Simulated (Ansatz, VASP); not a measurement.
# PbSe (Clausthalite) in VASP and in Ansatz

```
Pb Se
1.0
     0.00000    3.06065    3.06065
     3.06065    0.00000    3.06065
     3.06065    3.06065    0.00000
Pb Se
1 1
Direct
  0.00000 0.00000 0.00000
  0.50000 0.50000 0.50000
```

Alike in both runs: task single point; functional PBE; k mesh 8 × 8 × 8; occupations gaussian, width 0.017 eV; no spin polarisation.

|  | VASP | Ansatz |
| --- | --- | --- |
| version | VASP 6.6.1 | Ansatz 0.2.0 |
| potentials or method | VASP PAW PBE potentials, release 64 (Pb_d, Se) | Ansatz PAW |
| plane-wave cutoff (eV) | 520 | 420 |
| valence electrons in the cell | 20 | 30 |

```csv
,VASP,Ansatz,Ansatz less VASP
gap on the k mesh at the Fermi level (eV),0.29,0.29,-0.005
least direct gap on the mesh (eV),0.29,0.29,-0.005
pressure (GPa),2.4,2.4,+0.02
```

The two sets of potentials don't hold the same shells in valence.

Caveats: spin-orbit coupling is left out, which as a rule narrows the gap of such compounds by several tenths of an eV. A k mesh can miss the band edges.
